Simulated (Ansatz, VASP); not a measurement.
## AlN (graphene/h-AlN heterobilayer): VASP beside Ansatz

One calculation is typed for both programs; each brings its own data sets. How far apart do they land? The cell is taken from a series of runs on this material, whose earlier steps may have relaxed, scaled, displaced or heated it; both programs get it as it stands.

Program: Ansatz 0.2.0. Level of theory: plane waves, with VASP 6.6.1 beside it; single point at LDA. Results are calculated unless marked as measured.

### Step 1. Starting point

The cell holds 26 atoms: 13 Al and 13 N. Its edges and angles: a = 11.279 Å, b = 11.279 Å, c = 19.440 Å, α = 90.0°, β = 90.0°, γ = 120.0°. As first built, before any earlier steps moved the atoms (in the runner's words): 21 cells of graphene (a = 2.46 A, strained +0.05 %) and 13 cells of h-AlN (a = 3.13 A, -0.05 %) on one hexagonal cell, twist 57.00 deg; facing atoms 3.44 A apart;; displaced by a Gaussian of 0.01 A. Vacuum lies along c.

Structure file:

```xyz
26
Lattice="11.2793 0.0000 0.0000 -5.6396 9.7682 0.0000 0.0000 0.0000 19.4400" Properties=species:S:1:pos:R:3
Al   -0.8004    3.6173   11.4383
Al   -1.6679    6.6232   11.4377
Al   -2.5349    9.6287   11.4395
Al    2.2375    2.8655   11.4404
Al    1.3680    5.8719   11.4439
Al    0.4998    8.8781   11.4362
Al    5.2735    2.1138   11.4385
Al    4.4049    5.1189   11.4428
Al    3.5355    8.1263   11.4430
Al    8.3083    1.3630   11.4373
Al    7.4423    4.3672   11.4369
Al    6.5739    7.3744   11.4430
Al    0.0668    0.6124   11.4447
N     0.5016    2.3649   11.4432
N    -0.3674    5.3703   11.4432
N    -1.2349    8.3758   11.4428
N     3.5385    1.6130   11.4472
N     2.6698    4.6190   11.4465
N     1.8015    7.6252   11.4445
N     6.5744    0.8620   11.4486
N     5.7068    3.8674   11.4472
N     4.8381    6.8735   11.4430
N     9.6112    0.1110   11.4447
N     8.7436    3.1157   11.4414
N    -3.4041    6.1216   11.4371
N    -4.2712    9.1276   11.4447
```

### Step 2. VASP: single point, LDA

A single point gives forces, pressure and levels at one fixed geometry, so differences don't come from the geometry; what else differs is listed under the comparison.

Lines of VASP's logs that name or quote its potential files are left out, and so is its time.

The input, INCAR:

```
SYSTEM = AlN
PREC = Accurate
ENCUT = 520
EDIFF = 1E-06
NELM = 120
ISMEAR = -1
SIGMA = 0.025
LREAL = .FALSE.
ALGO = Normal
GGA = PW92
NBANDS = 72
LORBIT = 11
LWAVE = .FALSE.
LCHARG = .FALSE.
ISIF = 2
LASPH = .TRUE.
GGA_COMPAT = .FALSE.
EFERMI = MIDGAP
KPAR = 4
```

The input, POSCAR:

```
AlN
1.0
   11.2793000000      0.0000000000      0.0000000000
   -5.6396500000      9.7681600000      0.0000000000
    0.0000000000      0.0000000000     19.4400000000
Al N
13 13
Direct
    0.1142000000      0.3703200000      0.5883900000
    0.1911500000      0.6780400000      0.5883600000
    0.2681200000      0.9857200000      0.5884500000
    0.3450500000      0.2933500000      0.5885000000
    0.4218500000      0.6011300000      0.5886800000
    0.4987500000      0.9088800000      0.5882800000
    0.5757400000      0.2164000000      0.5884000000
    0.6525500000      0.5240400000      0.5886200000
    0.7294100000      0.8319200000      0.5886300000
    0.8063600000      0.1395300000      0.5883400000
    0.8833600000      0.4470900000      0.5883200000
    0.9603000000      0.7549400000      0.5886300000
    0.0372700000      0.0626900000      0.5887200000
    0.1655200000      0.2421000000      0.5886400000
    0.2423200000      0.5497800000      0.5886400000
    0.3192500000      0.8574600000      0.5886200000
    0.3962800000      0.1651300000      0.5888500000
    0.4731300000      0.4728600000      0.5888100000
    0.5500300000      0.7806200000      0.5887100000
    0.6270000000      0.0882500000      0.5889200000
    0.7039100000      0.3959200000      0.5888500000
    0.7807700000      0.7036600000      0.5886300000
    0.8577900000      0.0113600000      0.5887200000
    0.9346700000      0.3189600000      0.5885500000
    0.0115400000      0.6266900000      0.5883300000
    0.0885300000      0.9344200000      0.5887200000
```

The input, KPOINTS:

```
Automatic mesh
0
Gamma
3 3 1
0 0 0
```

PAW data sets: Al and N (LDA family, release 64).

Started as:

```sh
> mpirun -np 8 vasp_std
```

Numbers of over 12 decimals in the logs are rounded to 6 here.

Output:

```text
[banner, memory and clock lines left out]
running    8 mpi-ranks, on    1 nodes
 distrk:  each k-point on    2 cores,    4 groups
 distr:  one band on    1 cores,    2 groups

 POSCAR found type information on POSCAR AlN
 POSCAR found :  2 types and      26 ions
|                                                                             |
|           W    W    AA    RRRRR   N    N  II  N    N   GGGG   !!!           |
|           W    W   A  A   R    R  NN   N  II  NN   N  G    G  !!!           |
|           W    W  A    A  R    R  N N  N  II  N N  N  G       !!!           |
|           W WW W  AAAAAA  RRRRR   N  N N  II  N  N N  G  GGG   !            |
|           WW  WW  A    A  R   R   N   NN  II  N   NN  G    G                |
|           W    W  A    A  R    R  N    N  II  N    N   GGGG   !!!           |
|                                                                             |
|     For optimal performance we recommend to set                             |
|       NCORE = 2 up to number-of-cores-per-socket                            |
|     NCORE specifies how many cores store one orbital (NPAR=cpu/NCORE).      |
|     This setting can greatly improve the performance of VASP for DFT.       |
|     The default, NCORE=1 might be grossly inefficient on modern             |
|     multi-core architectures or massively parallel machines. Do your        |
|     Unfortunately you need to use the default for GW and RPA                |
|     calculations (for HF NCORE is supported but not extensively tested      |
|     yet).                                                                   |
|                                                                             |

|                                                                             |
|               ----> ADVICE to this user running VASP <----                  |
|                                                                             |
|     You have a (more or less) 'large supercell' and for larger cells it     |
|     might be more efficient to use real-space projection operators.         |
|     Therefore, try LREAL= Auto in the INCAR file.                           |
|     Mind: For very accurate calculation, you might also keep the            |
|     reciprocal projection scheme (i.e. LREAL=.FALSE.).                      |
|                                                                             |

|                                                                             |
|               ----> ADVICE to this user running VASP <----                  |
|                                                                             |
|     You enforced a specific xc type in the INCAR file but a different       |
|     [... a line on the potential file left out ...]
|     I HOPE YOU KNOW WHAT YOU ARE DOING!                                     |
|                                                                             |

 LDA part: xc-table for (Slater(with rela. corr.)+PW92), standard interpolation
 POSCAR, INCAR and KPOINTS ok, starting setup
 FFT: planning ... GRIDC
 FFT: planning ... GRID_SOFT
 FFT: planning ... GRID
 WAVECAR not read
 entering main loop
       N       E                     dE             d eps       ncg     rms          rms(c)
DAV:   1     0.858797995697E+03    0.85880E+03   -0.32721E+04   824   0.984E+02
DAV:   2     0.571438704050E+02   -0.80165E+03   -0.76172E+03  1080   0.210E+02
DAV:   3    -0.237881520278E+03   -0.29503E+03   -0.29290E+03  1056   0.123E+02
DAV:   4    -0.249058509119E+03   -0.11177E+02   -0.11163E+02   800   0.294E+01
DAV:   5    -0.249265330882E+03   -0.20682E+00   -0.20674E+00  1056   0.387E+00    0.364E+01
DAV:   6    -0.199811163907E+03    0.49454E+02   -0.22668E+02   800   0.419E+01    0.136E+01
DAV:   7    -0.198402841239E+03    0.14083E+01   -0.62222E+00   896   0.741E+00    0.813E+00
DAV:   8    -0.196875310953E+03    0.15275E+01   -0.12109E+00   856   0.392E+00    0.159E+00
DAV:   9    -0.196598358765E+03    0.27695E+00   -0.16192E-01   928   0.111E+00    0.856E-01
DAV:  10    -0.196460853690E+03    0.13751E+00   -0.13089E-01   936   0.756E-01    0.816E-01
DAV:  11    -0.196453115077E+03    0.77386E-02   -0.95584E-03   904   0.313E-01    0.392E-01
DAV:  12    -0.196463657268E+03   -0.10542E-01   -0.32902E-02   840   0.480E-01    0.194E-01
DAV:  13    -0.196466276256E+03   -0.26190E-02   -0.30454E-03   824   0.163E-01    0.169E-01
DAV:  14    -0.196473621538E+03   -0.73453E-02   -0.20814E-03   888   0.148E-01    0.112E-01
[...]
DAV:  23    -0.196495023368E+03   -0.35068E-04   -0.11942E-05   936   0.135E-02    0.749E-03
DAV:  24    -0.196495113920E+03   -0.90552E-04   -0.11388E-05   800   0.110E-02    0.298E-03
DAV:  25    -0.196495137614E+03   -0.23694E-04   -0.10495E-06   656   0.406E-03    0.415E-03
DAV:  26    -0.196495141883E+03   -0.42691E-05   -0.25881E-07   584   0.249E-03    0.190E-03
DAV:  27    -0.196495148047E+03   -0.61634E-05   -0.28795E-06   640   0.642E-03    0.326E-03
DAV:  28    -0.196495149519E+03   -0.14724E-05   -0.73559E-07   640   0.381E-03    0.824E-04
DAV:  29    -0.196495151418E+03   -0.18990E-05   -0.14010E-07   496   0.147E-03    0.110E-03
DAV:  30    -0.196495151973E+03   -0.55488E-06   -0.83874E-08   584   0.117E-03
   1 F= -.19649515E+03 E0= -.19649515E+03  d E =0.000000E+00
```

From OUTCAR (step 2):

```text
ion  position               nearest neighbor table
   1  0.114  0.370  0.588-  15 1.81  24 1.81  14 1.81  13 3.13  11 3.13   5 3.13   2 3.13  10 3.13
                             4 3.13
   2  0.191  0.678  0.588-  16 1.81  15 1.81  25 1.81   5 3.13   6 3.13   3 3.13   1 3.13  12 3.13
                            11 3.13
   3  0.268  0.986  0.588-  17 1.81  16 1.81  26 1.81   6 3.13   7 3.13   4 3.13   2 3.13  12 3.13
                            13 3.13
   4  0.345  0.293  0.589-  17 1.81  18 1.81  14 1.81   8 3.13   3 3.13   7 3.13  13 3.13   1 3.13
                             5 3.13
   5  0.422  0.601  0.589-  19 1.81  15 1.81  18 1.81   9 3.13   2 3.13   1 3.13   8 3.13   6 3.13
                             4 3.13
   6  0.499  0.909  0.588-  20 1.81  16 1.81  19 1.81   3 3.13   7 3.13  10 3.13   9 3.13   2 3.13
                             5 3.13
   7  0.576  0.216  0.588-  20 1.81  17 1.81  21 1.81   6 3.13  10 3.13   3 3.13  11 3.13   4 3.13
                             8 3.13
   8  0.653  0.524  0.589-  18 1.81  21 1.81  22 1.81   4 3.13   7 3.13   5 3.13  11 3.13  12 3.13
                             9 3.13
   9  0.729  0.832  0.589-  19 1.80  23 1.81  22 1.81  10 3.13   5 3.13   6 3.13  13 3.13  12 3.13
                             8 3.13
  10  0.806  0.140  0.588-  20 1.80  24 1.81  23 1.81   7 3.13  11 3.13   6 3.13   9 3.13  13 3.13
                             1 3.13
  11  0.883  0.447  0.588-  24 1.81  21 1.81  25 1.81  10 3.13   7 3.13   1 3.13   8 3.13   2 3.13
                            12 3.13
  12  0.960  0.755  0.589-  26 1.81  25 1.81  22 1.81  13 3.13   2 3.13   8 3.13   3 3.13  11 3.13
                             9 3.13
  13  0.037  0.063  0.589-  14 1.81  23 1.81  26 1.81   1 3.13   4 3.13  12 3.13  10 3.13   3 3.13
                             9 3.13
  14  0.166  0.242  0.589-  13 1.81   1 1.81   4 1.81
  15  0.242  0.550  0.589-   1 1.81   2 1.81   5 1.81
  16  0.319  0.857  0.589-   2 1.81   3 1.81   6 1.81
  17  0.396  0.165  0.589-   3 1.81   4 1.81   7 1.81
  18  0.473  0.473  0.589-   8 1.81   4 1.81   5 1.81
  19  0.550  0.781  0.589-   9 1.80   5 1.81   6 1.81
  20  0.627  0.088  0.589-  10 1.80   6 1.81   7 1.81
  21  0.704  0.396  0.589-   8 1.81  11 1.81   7 1.81
  22  0.781  0.704  0.589-  12 1.81   8 1.81   9 1.81
  23  0.858  0.011  0.589-  13 1.81   9 1.81  10 1.81
  24  0.935  0.319  0.589-  11 1.81  10 1.81   1 1.81
  25  0.012  0.627  0.588-  12 1.81  11 1.81   2 1.81
  26  0.089  0.934  0.589-  12 1.81  13 1.81   3 1.81

  LATTYP: Found a hexagonal cell.
 ALAT       =    11.2793000000
 C/A-ratio  =     1.7235112108

 Subroutine GETGRP returns: Found  1 space group operations
 (whereof  1 operations were pure point group operations)

The static configuration has the point symmetry C_1 .

 Found      5 irreducible k-points:

   k-points           NKPTS =      5   k-points in BZ     NKDIM =      5   number of bands    NBANDS=     72

   dimension x,y,z NGX =    84 NGY =   84 NGZ =  150
   dimension x,y,z NGXF=   168 NGYF=  168 NGZF=  300

   ENCUT  =  520.0 eV  38.22 Ry    6.18 a.u.  20.97 20.97 36.15*2*pi/ulx,y,z

   NELECT =     104.0000    total number of electrons

 k-points in reciprocal lattice and weights: Automatic mesh
   0.00000000  0.00000000  0.00000000       0.111
   0.33333333  0.00000000  0.00000000       0.222
   0.00000000  0.33333333  0.00000000       0.222
  -0.33333333  0.33333333  0.00000000       0.222
   0.33333333  0.33333333  0.00000000       0.222

 average (electrostatic) potential at core
       1 -80.1684       2 -80.1670       3 -80.1670       4 -80.1683       5 -80.1712
       6 -80.1717       7 -80.1696       8 -80.1647       9 -80.1632      10 -80.1676
      11 -80.1656      12 -80.1602      13 -80.1622      14 -69.8510      15 -69.8544
      16 -69.8566      17 -69.8565      18 -69.8534      19 -69.8551      20 -69.8602
      21 -69.8536      22 -69.8449      23 -69.8496      24 -69.8540      25 -69.8474
      26 -69.8471

 E-fermi :  -2.7108

 k-point     1 :       0.0000    0.0000    0.0000
  band No.  band energies     occupation
    ...
     48      -4.3931      2.00000
     49      -4.3899      2.00000
     50      -4.3890      2.00000
     51      -4.3842      2.00000
     52      -4.3827      2.00000
     53      -1.2587      0.00000
     54       0.6448      0.00000
     55       0.6460      0.00000
     56       0.6469      0.00000
     57       0.6489      0.00000
    ...

 k-point     2 :       0.3333    0.0000    0.0000
  band No.  band energies     occupation
    ...
     48      -4.6901      2.00000
     49      -4.4538      2.00000
     50      -4.4524      2.00000
     51      -4.2969      2.00000
     52      -4.2594      2.00000
     53      -0.9419      0.00000
     54      -0.2370      0.00000
     55       0.2975      0.00000
     56       0.3484      0.00000
     57       1.0495      0.00000
    ...

 k-point     3 :       0.0000    0.3333    0.0000
  band No.  band energies     occupation
    ...
     48      -4.6901      2.00000
     49      -4.4538      2.00000
     50      -4.4523      2.00000
     51      -4.2969      2.00000
     52      -4.2595      2.00000
     53      -0.9419      0.00000
     54      -0.2370      0.00000
     55       0.2975      0.00000
     56       0.3485      0.00000
     57       1.0492      0.00000
    ...

  Total      -16.0100117    -15.9788691     -0.1806648      0.0271218      0.0001455     -0.0001314
  in kB      -11.9759799    -11.9526843     -0.1351428      0.0202879      0.0001088     -0.0000983
  external PRESSURE =      -8.0212690 kB  Pullay stress =       0.0000000 kB

  energy-cutoff  :      520.00
  volume of cell :     2141.86
      direct lattice vectors                 reciprocal lattice vectors
    11.279300000  0.000000000  0.000000000     0.088657984  0.051186713  0.000000000
    -5.639650000  9.768160000  0.000000000     0.000000000  0.102373425  0.000000000
     0.000000000  0.000000000 19.440000000     0.000000000  0.000000000  0.051440329

 POSITION                                       TOTAL-FORCE (eV/Angst)
 -----------------------------------------------------------------------------------
     -0.80038      3.61735     11.43830         0.001775     -0.015327      0.025585
     -1.66787      6.62320     11.43772        -0.033766     -0.019411      0.019301
     -2.53491      9.62867     11.43947        -0.040539     -0.013747      0.033946
      2.23753      2.86549     11.44044        -0.023003      0.000900      0.033388
      1.36801      5.87193     11.44394         0.005318     -0.013385      0.005938
      0.49979      8.87809     11.43616         0.011185     -0.027595      0.057568
      5.27352      2.11383     11.43850        -0.008636      0.019350      0.058737
      4.40491      5.11891     11.44277         0.010630      0.036185      0.018267
      3.53550      8.12633     11.44297         0.048881     -0.011978      0.009275
      8.30828      1.36295     11.43733         0.045159     -0.006163      0.048144
      7.44225      4.36725     11.43694        -0.003240      0.033861      0.030643
      6.57391      7.37437     11.44297        -0.008629     -0.004638     -0.007659
      0.06683      0.61237     11.44472         0.008564     -0.018938     -0.001646
      0.50159      2.36487     11.44316         0.002342      0.016046     -0.017119
     -0.36737      5.37034     11.44316         0.013178      0.007795     -0.019561
     -1.23486      8.37581     11.44277         0.013757      0.011460     -0.035567
      3.53849      1.61302     11.44724         0.004340      0.008442     -0.044461
      2.66981      4.61897     11.44647        -0.010946      0.003969     -0.021090
      1.80153      7.62522     11.44452        -0.026681      0.002493     -0.023720
      6.57442      0.86204     11.44860        -0.012761     -0.001821     -0.061408
      5.70676      3.86741     11.44724         0.000820     -0.015019     -0.040657
      4.83814      6.87346     11.44297        -0.010996     -0.005276     -0.002411
      9.61120      0.11097     11.44472        -0.023379      0.007952     -0.018442
      8.74360      3.11565     11.44141         0.004538     -0.001072     -0.032686
     -3.40415      6.12161     11.43714         0.018214     -0.006540     -0.005438
     -4.27125      9.12756     11.44472         0.013873      0.012456     -0.008929
 -----------------------------------------------------------------------------------
    total drift:                               -0.000027      0.000040     -0.000936

  FREE ENERGIE OF THE ION-ELECTRON SYSTEM (eV)
  ---------------------------------------------------
  free  energy   TOTEN  =      -196.4951519729 eV

  energy  without entropy=     -196.4951519729  energy(sigma->0) =     -196.49515197

 total charge
# of ion       s       p       d       tot
------------------------------------------
    1        0.398   0.453   0.000   0.851
    2        0.398   0.453   0.000   0.851
    3        0.398   0.453   0.000   0.851
    4        0.398   0.453   0.000   0.851
    5        0.398   0.452   0.000   0.850
    6        0.398   0.453   0.000   0.851
    7        0.398   0.453   0.000   0.851
    8        0.398   0.453   0.000   0.851
    9        0.398   0.453   0.000   0.851
   10        0.398   0.453   0.000   0.851
   11        0.398   0.453   0.000   0.851
   12        0.398   0.452   0.000   0.851
   13        0.398   0.453   0.000   0.851
   14        1.215   2.576   0.000   3.791
   15        1.215   2.576   0.000   3.791
   16        1.215   2.577   0.000   3.791
   17        1.215   2.576   0.000   3.791
   18        1.215   2.576   0.000   3.791
   19        1.215   2.576   0.000   3.791
   20        1.215   2.577   0.000   3.792
   21        1.215   2.576   0.000   3.791
   22        1.215   2.575   0.000   3.790
   23        1.215   2.576   0.000   3.790
   24        1.215   2.576   0.000   3.791
   25        1.215   2.575   0.000   3.790
   26        1.215   2.575   0.000   3.790
--------------------------------------------------
tot         20.969  39.372   0.000  60.341

[... 2 further parts left out ...]
```

(Continued in part 2 of 2.)

[Lines on the potential files, build, host, timing and source positions are cut from VASP's logs without a mark.]

[Logs are printed without paths, hosts, clocks, repeated set-up lines and the standing remarks that a program may print on its own settings, such as how far it seeks lower states.]

[Hosts, paths, dates, database ids (printed as entryN), source tags and the programs' standing remarks are cut or masked in the printed files.]
